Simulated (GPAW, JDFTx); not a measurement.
This is a calculation of SnO for GPAW 26.7.0 (ASE script). The cell is a database's computed one, not the measured one.

The input run.py:

```python
from ase.dft.bandgap import bandgap
from ase.io import read, write
from ase.units import GPa
from gpaw import GPAW, PW

atoms = read('SnO.xyz')

calc = GPAW(mode=PW(800),
            xc='LDA',
            kpts={'size': (7, 7, 6), 'gamma': True},
            occupations={'name': 'methfessel-paxton', 'order': 0, 'width': 0.1},
            nbands=33,
            convergence={'density': 1e-05, 'energy': 1e-05},
            maxiter=150,
            txt='gpaw.txt')
atoms.calc = calc
energy = atoms.get_potential_energy()
forces = atoms.get_forces()
stress = atoms.get_stress()
calc.write('gs.gpw')
write('result.traj', atoms)
print(f'Energy: {energy:.6f} eV')
print('Forces (eV/A):')
print(forces.round(4))
print('Stress (GPa):', (stress / GPa).round(3))
print('Fermi level:', round(calc.get_fermi_level(), 4), 'eV')
print(f'Gap: {bandgap(calc)[0]:.4f} eV, direct: {bandgap(calc, direct=True)[0]:.4f} eV')
```

File SnO.xyz:

```xyz
4
Lattice="3.8136952200 0.0000000000 0.0000000000 0.0000000000 3.8136952200 0.0000000000 0.0000000000 0.0000000000 4.8869133000" Properties=species:S:1:pos:R:3 pbc="T T T"
Sn     1.9068476100      0.0000000000      3.7366616531
Sn     0.0000000000      1.9068476100      1.1502516469
O      0.0000000000      0.0000000000      0.0000000000
O      1.9068476100      1.9068476100      0.0000000000
```

Potentials or basis: the program's PAW data sets (release 1.2.1) made for this functional, pw.

The run is started by

```sh
$ OMP_NUM_THREADS=1 python run.py
```

Task: Translate it to JDFTx 1.7.0 (patched build). Potentials or basis there: PseudoDojo-SR-LDA-0.4.1-standard with smoothed tails, cutoff 1143 eV.

Result: As run (cutoffs and basis follow the program's own potentials, and thresholds, step limits or extra output files can differ):

SnO.in

```
lattice \
    7.2068394886     0.0000000000     0.0000000000 \
    0.0000000000     7.2068394886     0.0000000000 \
    0.0000000000     0.0000000000     9.2349277318
coords-type Lattice
ion Sn     0.5000000000     0.0000000000     0.7646261400 1
ion Sn     0.0000000000     0.5000000000     0.2353738600 1
ion O      0.0000000000     0.0000000000     0.0000000000 1
ion O      0.5000000000     0.5000000000     0.0000000000 1

ion-species pseudo/Sn.upf
ion-species pseudo/O.upf
elec-cutoff 42 336
elec-ex-corr lda-PW
kpoint-folding 7 7 6
elec-smearing Gauss 0.0018374661
elec-n-bands 27
electronic-SCF nIterations 100 energyDiffThreshold 1e-09
electronic-minimize nIterations 30 energyDiffThreshold 1e-7
converge-empty-states yes
forces-output-coords Cartesian

dump-name run.$VAR
dump End Ecomponents EigStats BandEigs Kpoints Forces Stress
```

Potentials or basis: PseudoDojo-SR-LDA-0.4.1-standard with smoothed tails.

Launch:

```sh
$ jdftx -c 1 -i SnO.in -o SnO.out
```

Both were run:

|  | GPAW | JDFTx |
| --- | --- | --- |
| Pressure | -4.1 GPa | -3.0 GPa |

The two programs' LDA may be different fits to the electron gas.

Pressure is positive in compression.
